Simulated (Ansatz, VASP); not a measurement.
## One calculation of Ga3O2, two programs

INCAR

```
SYSTEM = Ga3O2
PREC = Accurate
ENCUT = 520
EDIFF = 1E-7
ISMEAR = 0
SIGMA = 0.1
LREAL = .FALSE.
LASPH = .TRUE.
NELM = 150
ALGO = Normal
ISIF = 2
LWAVE = .FALSE.
LCHARG = .FALSE.
ISPIN = 2
MAGMOM = 0 0 0 1 1
LORBIT = 11
GGA = PE
NBANDS = 38
```

KPOINTS

```
Automatic mesh
0
G
  4 4 4
  0 0 0
```

File POSCAR:

```
Ga3O2
1.0
    4.1451982300      0.0000000000      0.0000000000
    0.0000000000      4.1451982300      0.0000000000
    0.0000000000      0.0000000000      4.1451982300
Ga O
3 2
Direct
    0.0000000000      0.5000000000      0.5000000000
    0.5000000000      0.0000000000      0.5000000000
    0.5000000000      0.5000000000      0.0000000000
    0.0000000000      0.0000000000      0.0000000000
    0.5000000000      0.5000000000      0.5000000000
```

Input for Ansatz:

```yaml
crystal:
  lattice:
    - [4.14519823, 0.0, 0.0]
    - [0.0, 4.14519823, 0.0]
    - [0.0, 0.0, 4.14519823]
  atoms:
    - { symbol: Ga, position: [0.0, 0.5, 0.5] }
    - { symbol: Ga, position: [0.5, 0.0, 0.5] }
    - { symbol: Ga, position: [0.5, 0.5, 0.0] }
    - { symbol: O, position: [0.0, 0.0, 0.0], spin: 1.0 }
    - { symbol: O, position: [0.5, 0.5, 0.5], spin: 1.0 }
basis:
  ecutwfc: 420
kpoints:
  mp_grid: { grid: [4, 4, 4] }
hamiltonian:
  xc: pbe
scf:
  occupations: { method: gaussian, width: 0.1 }
  lower_state_search: "off"
output:
  forces: true
  stress: true
  eigenvalues: true
  populations: true
magnetization:
  spin_polarized: true
```

Alike in both runs: task single point; functional PBE; k mesh 4 × 4 × 4; occupations gaussian, width 0.1 eV; collinear spin.

```csv
,VASP,Ansatz
version,VASP 6.6.1,Ansatz 0.2.0
potentials or method,"VASP PAW PBE potentials, release 64 (Ga_d, O)","scalar-relativistic, plane waves, PAW"
plane-wave cutoff (eV),520,420
valence electrons in the cell,51,51
```

```csv
,VASP,Ansatz,Ansatz less VASP
gap on the k mesh at the Fermi level (eV),none,none,-
pressure (GPa),15.7,15.3,-0.34
net moment per atom (μB),0.07,0.07,0.000
size of the moment on the site where the two differ most (μB),0.04,0.02,-0.020
```

Site moments also hang on the region over which each program counts them. A gap of «none» marks a metal or a gap that the smearing closes. The functional is the same, so the differences come from potentials, cutoffs and numerics.

Caveats: the k mesh is coarse (spacing up to 0.38 Å⁻¹), so the values aren't converged; so large a pressure means that the cell lies far from this level's equilibrium, or that cutoff or potentials fall short (VASP).
